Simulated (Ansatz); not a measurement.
# An S vacancy in rocksalt CaS, 63 atoms, charge +2

Wanted: geometry and frontier levels of the defect cell, compared across PBEsol and HSE06.

All numbers are computed with Ansatz 0.2.0 (PAW, plane waves).

### 1 The starting cell

63 atoms (31 S, 32 Ca); a = 11.266 Å, b = 11.266 Å, c = 11.266 Å, α = 90.00°, β = 90.00°, γ = 90.00°. All atoms were shaken off their sites by about 0.02 Å along each axis. Defect site 1: (0.250, 0.500, 0.500).

Plan of the steps: (2) PBEsol relaxation at the single k point (¼, ¼, ¼), on 1 × NVIDIA GB200 with 8 threads of Arm Neoverse-V2; (3) HSE06 single point at the single k point (¼, ¼, ¼), on 1 × NVIDIA GB200 with 8 threads of Arm Neoverse-V2.

### 2 Relaxation of the positions (PBEsol)

Input file in.yaml:

```yaml
crystal:
  lattice:
    - [11.266438, 0.000000, 0.000000]
    - [0.000000, 11.266438, 0.000000]
    - [0.000000, 0.000000, 11.266438]
  atoms:
    - { symbol: S, position: [0.247200, 0.002023, 0.002178] }
    - { symbol: S, position: [0.247200, 0.003370, 0.502416] }
    - { symbol: S, position: [0.246000, 0.501345, 0.999436] }
    - { symbol: S, position: [0.749753, 0.999184, 0.001381] }
    - { symbol: S, position: [0.750153, 0.998740, 0.498608] }
    - { symbol: S, position: [0.751474, 0.501997, 0.999911] }
    - { symbol: S, position: [0.751421, 0.502584, 0.496582] }
    - { symbol: S, position: [0.002753, 0.247772, 0.000735] }
    - { symbol: S, position: [0.001271, 0.250697, 0.498203] }
    - { symbol: S, position: [0.999897, 0.748890, 0.001625] }
    - { symbol: S, position: [0.000657, 0.749227, 0.499887] }
    - { symbol: S, position: [0.499363, 0.251235, 0.000487] }
    - { symbol: S, position: [0.496725, 0.252259, 0.499251] }
    - { symbol: S, position: [0.500019, 0.748436, 0.998754] }
    - { symbol: S, position: [0.499909, 0.746989, 0.499396] }
    - { symbol: S, position: [0.001212, 0.000675, 0.251447] }
    - { symbol: S, position: [0.999533, 0.997594, 0.748873] }
    - { symbol: S, position: [0.001414, 0.498597, 0.252901] }
    - { symbol: S, position: [0.001666, 0.497135, 0.750075] }
    - { symbol: S, position: [0.501396, 0.998857, 0.252936] }
    - { symbol: S, position: [0.499880, 0.001366, 0.749425] }
    - { symbol: S, position: [0.496151, 0.500240, 0.249718] }
    - { symbol: S, position: [0.499733, 0.502658, 0.751448] }
    - { symbol: S, position: [0.252138, 0.250347, 0.251184] }
    - { symbol: S, position: [0.252526, 0.248794, 0.749728] }
    - { symbol: S, position: [0.251143, 0.749383, 0.251851] }
    - { symbol: S, position: [0.248707, 0.751373, 0.751027] }
    - { symbol: S, position: [0.750327, 0.252777, 0.250562] }
    - { symbol: S, position: [0.751493, 0.249240, 0.750471] }
    - { symbol: S, position: [0.746627, 0.749782, 0.248240] }
    - { symbol: S, position: [0.750854, 0.751835, 0.751285] }
    - { symbol: Ca, position: [0.003501, 0.001451, 0.001785] }
    - { symbol: Ca, position: [0.001077, 0.999421, 0.501400] }
    - { symbol: Ca, position: [0.000269, 0.502724, 0.999881] }
    - { symbol: Ca, position: [0.998867, 0.499278, 0.497145] }
    - { symbol: Ca, position: [0.498408, 0.000114, 0.997413] }
    - { symbol: Ca, position: [0.499351, 0.001751, 0.498501] }
    - { symbol: Ca, position: [0.498718, 0.500858, 0.001679] }
    - { symbol: Ca, position: [0.497769, 0.501100, 0.498735] }
    - { symbol: Ca, position: [0.249862, 0.248655, 0.999453] }
    - { symbol: Ca, position: [0.246544, 0.251820, 0.499284] }
    - { symbol: Ca, position: [0.252414, 0.750894, 0.998536] }
    - { symbol: Ca, position: [0.248657, 0.749967, 0.499355] }
    - { symbol: Ca, position: [0.748379, 0.249155, 0.998637] }
    - { symbol: Ca, position: [0.753807, 0.250991, 0.504717] }
    - { symbol: Ca, position: [0.750382, 0.749156, 0.998139] }
    - { symbol: Ca, position: [0.748957, 0.751120, 0.501002] }
    - { symbol: Ca, position: [0.254116, 0.999335, 0.249311] }
    - { symbol: Ca, position: [0.248159, 0.000047, 0.749213] }
    - { symbol: Ca, position: [0.248208, 0.502602, 0.253344] }
    - { symbol: Ca, position: [0.252225, 0.501381, 0.749191] }
    - { symbol: Ca, position: [0.746369, 0.999022, 0.250697] }
    - { symbol: Ca, position: [0.747191, 0.000519, 0.752364] }
    - { symbol: Ca, position: [0.748833, 0.500391, 0.246310] }
    - { symbol: Ca, position: [0.749318, 0.499960, 0.749807] }
    - { symbol: Ca, position: [0.001075, 0.251321, 0.250096] }
    - { symbol: Ca, position: [0.997145, 0.250640, 0.748844] }
    - { symbol: Ca, position: [0.002390, 0.753529, 0.250573] }
    - { symbol: Ca, position: [0.001256, 0.749895, 0.751848] }
    - { symbol: Ca, position: [0.499971, 0.250298, 0.248842] }
    - { symbol: Ca, position: [0.500676, 0.253647, 0.748641] }
    - { symbol: Ca, position: [0.497824, 0.752249, 0.251673] }
    - { symbol: Ca, position: [0.497951, 0.748468, 0.753026] }
  symmetry: { detect: false }
kpoints:
  mp_grid: { grid: [1, 1, 1], shift: [0.25, 0.25, 0.25] }
hamiltonian:
  xc: pbesol
total_charge: 2
scf:
  occupations: { method: fermi_dirac, width: 0.01 }
relax:
  f_tol: 0.03
  max_steps: 80
  escape_saddle: false
  adjacent_minimum: "off"
output:
  forces: true
  eigenvalues: true
  populations: true
  charged_corrections: { epsilon: 9.3 }
```

The run is started by

```bash
> ansatz run in.yaml --threads 8 --pin off --max-ram 118750MiB --runs-dir r --events-out ev --progress --plain --backend cuda --devices 0, --max-vram 170GiB
```

After this run come: HSE06 single point.

What does the calculation give? Wanted: for each run, top filled to lowest empty.

As calculated:

```
             level        time  top filled to lowest empty (eV)
PBEsol, relaxation   4 s (GPU)                             1.99
             HSE06  20 s (GPU)                             2.91
```

```
     quantity                             value
   relaxation  4 recorded steps, 1.40 eV gained
largest shift                     0.23 Å (Ca50)
```

**In words.** Relaxation gains 1.40 eV, with shifts up to 0.23 Å (Ca50). At the same k points, PBEsol gives a spacing 0.92 eV smaller than the 2.91 eV of HSE06. In a defect cell this spacing can involve defect levels, so it need not be the gap.
